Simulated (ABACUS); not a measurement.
The system is Bi.

```
Bi
1.0
    -1.98143    1.98143    1.98143
     1.98143   -1.98143    1.98143
     1.98143    1.98143   -1.98143
Bi
1
Direct
  0.00000 0.00000 0.00000
```

This isn't the form of Bi at room conditions, which is rhombohedral.

| Property | Result |
| --- | --- |
| Program | ABACUS 3.10.1 |
| Task | single point |
| Functional | PBE |
| Potentials or basis | PseudoDojo NC SR 0.4.1 PBE standard |
| Cutoff | 1361 eV |
| Density cutoff | 5442 eV |
| Basis | DZP LCAO (the cutoffs set its grid) |
| k mesh | 9 × 9 × 9 |
| Occupations | fermi-dirac, width 0.05 eV |
| Spin | no spin polarisation |

On this cell: pressure 2.8 GPa; band gap on the k mesh none (metal or under the smearing width).

The same run follows on a disturbed copy (cell strained at random at fixed volume):

```
Bi
1.0
    -2.05109    1.93226    1.96372
     2.00913   -1.95414    1.94364
     2.06996    1.97301   -1.98560
Bi
1
Direct
  0.98622 0.98269 0.98033
```

Q: What does the disturbed cell give?

A: The energy (extrapolated to zero smearing) moves by +6.0 meV/atom; pressure 2.8 GPa; band gap on the k mesh none (metal or under the smearing width).

Stress tensor (GPa, compression positive):
```
 2.14 -0.15  0.48
-0.15  3.12  0.13
 0.48  0.13  3.10
```

Caveats: the atomic orbitals were generated for these runs and aren't a published set; spin-orbit coupling is left out, which moves the levels of the heavy elements; the basis of atomic orbitals isn't converged, which shifts pressures, moduli and gaps.
